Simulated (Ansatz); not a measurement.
# PbS, a known structure type with other elements, at an estimated volume

```
Pb S
1.0
    -3.97369    3.97369    3.46831
     3.97369   -3.97369    3.46831
     3.97369    3.97369   -3.46831
Pb S
4 4
Direct
  0.25000 0.25000 0.00000
  0.75000 0.75000 0.00000
  0.75000 0.25000 0.50000
  0.25000 0.75000 0.50000
  0.67900 0.17900 0.85800
  0.17900 0.32100 0.50000
  0.32100 0.82100 0.14200
  0.82100 0.67900 0.50000
```

The numbers come from plane-wave PAW DFT (Ansatz): PBE, no spin polarisation, 420 eV, 7×7×7 Γ-centred k points, fermi-dirac occupations (width 0.1 eV). Nothing was relaxed.

Problem. Metal or insulator?

Solution. It is a metal, with about 3.7 states/eV a cell as the mean within 0.25 eV of the Fermi level, mostly S p (56 %), Pb p (24 %) and Pb s (15 %).

Problem. Describe some of the short contacts.

Solution. Pb–S at 2.66 Å: least valence density 0.39 e/Å³ and ELF 0.34 there. Pb–Pb at 3.47 Å: least valence density 0.12 e/Å³ and ELF 0.21 there. These are pseudo-fields; inside the PAW spheres they differ from the all-electron ones.

Problem. How is the charge shared?

Solution. Bader charges in e: Pb +0.84 to +0.94, S -0.89. In the mean Pb gives up most and S takes most.

Problem. Which atom feels the largest force, and which way?

Solution. The largest is on S6 (and as large on other atoms): 1.62 eV/Å, components (-1.15, 1.15, 0.00). It makes 139° with the line to a nearest neighbour, Pb3 at 2.66 Å, pointing away from it.

Problem. What is the formation energy?

Solution. -0.12 eV an atom against the elements' usual phases (free molecules for gases, crystals otherwise, with no correction for O₂ or N₂), so it is bound against them; other compounds may still compete. Relaxing would lower it.

Problem. What does the stress say?

Solution. The pressure is 2.8 GPa (compression positive), so with the atoms held at these fractions the cell would first expand; the forces are large, so a full relaxation may end otherwise. The principal stresses 1.3, 1.3, 5.8 GPa differ, so its shape would change too.

Origin: a known structure type with other elements, at an estimated volume, so it need not be a known compound. Caveats: many states at the Fermi level without spin polarisation, so a magnetic state may lie lower; atoms or cell far from equilibrium.
